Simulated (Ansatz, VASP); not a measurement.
## Cs in VASP and in Ansatz

```
Cs
1.0
     0.07897    3.94834    3.94834
     3.94834    0.07897    3.94834
     4.02730    4.02730    0.00000
Cs
1
Direct
  0.00000 0.00000 0.00000
```

This isn't the form of Cs at room conditions, which is bcc.

Alike in both runs: functional PBEsol; k mesh 5 × 5 × 5; occupations fermi-dirac, width 0.05 eV; no spin polarisation.

```csv
,VASP,Ansatz
version,VASP 6.6.1,Ansatz 0.2.0
potentials or method,"VASP PAW PBE potentials, release 64 (Cs_sv)",Ansatz PAW
plane-wave cutoff (eV),520,420
valence electrons in the cell,9,9
task,single point,band structure
```

```tsv
	VASP	Ansatz	Ansatz less VASP
gap on the k mesh at the Fermi level (eV)	none	none	-
pressure (GPa)	-0.2	-0.2	+0.01
largest component of the traceless stress (GPa)	0.08	0.08	0.000
```

A gap of «none» marks a metal or a gap that the smearing closes. With one functional, cell and mesh, what is left measures potentials, basis and numerics.

Caveats: the PAW data sets were made with another functional, which shifts forces and pressure a little (VASP); spin-orbit coupling is left out, which moves the levels of the heavy elements (Ansatz); the PAW data sets come from PBE, with cores solved anew for the run's functional, which leaves a small shift of forces and pressure (Ansatz). Spin-orbit coupling is left out, which matters for the levels of Cs.
